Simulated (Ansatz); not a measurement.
**Ag: comparing deformations**

Theory: DFT r2SCAN, scalar-relativistic, plane waves, PAW (Ansatz). The runs took a 500 eV cutoff, a Γ-centred 26×26×26 mesh and Gaussian smearing (0.15 eV). No spin polarisation. Energies are free energies at this smearing, counted from the undisturbed cell; pressure is positive in compression.

Zero of the scan (relaxed at this level; with this scan's settings it stands at -0.2 GPa; this bcc form isn't the usual structure):

```xyz
1
Lattice="-1.6343 1.6343 1.6343 1.6343 -1.6343 1.6343 1.6343 1.6343 -1.6343" Properties=species:S:1:pos:R:3 pbc="T T T"
Ag    0.0000    0.0000    0.0000
```

The cell is strained by ε times a Voigt pattern (xx, yy, zz, yz, xz, xy; engineering shear) with fractional coordinates fixed. τ = (1/V0) dE/dε comes from the stress tensor. Of each scan, only the three points used here are listed.

| pattern | ε | τ (GPa) |
| --- | --- | --- |
| (1, 1, 0, 0, 0, 0) | -0.0250 | -10.49 |
| (1, 1, 0, 0, 0, 0) | 0.0000 | 0.34 |
| (1, 1, 0, 0, 0, 0) | 0.0250 | 8.86 |
| (0, 0, 1, 0, 0, 0) | -0.0250 | -2.20 |
| (0, 0, 1, 0, 0, 0) | 0.0000 | 0.17 |
| (0, 0, 1, 0, 0, 0) | 0.0250 | 2.20 |
| (0, 0, 0, 1, 0, 0) | -0.0100 | -0.472 |
| (0, 0, 0, 1, 0, 0) | 0.0000 | 0.000 |
| (0, 0, 0, 1, 0, 0) | 0.0050 | 0.235 |

**Question.** Which constants do the scans give, and which deformation costs least for the same size of strain tensor?

**Answer.** The slope dτ/dε at zero (parabola through three points) is pᵀCp: (1, 1, 0, 0, 0, 0) gives 2(C11 + C12) = 387 GPa; (0, 0, 1, 0, 0, 0) gives C11 = 88 GPa; (0, 0, 0, 1, 0, 0) gives C44 = 47 GPa. The size of the strain tensor, ε:ε, is ε² times 2.0, 1.0, 0.5. Per unit of it the stiffnesses are 193, 88, 94 GPa, so (0, 0, 1, 0, 0, 0) is the softest of these: at ε:ε = (1 %)² the quadratic term costs 0.48 meV/atom against 1.05 for the stiffest.

In a metal these slopes depend on the k mesh and the smearing.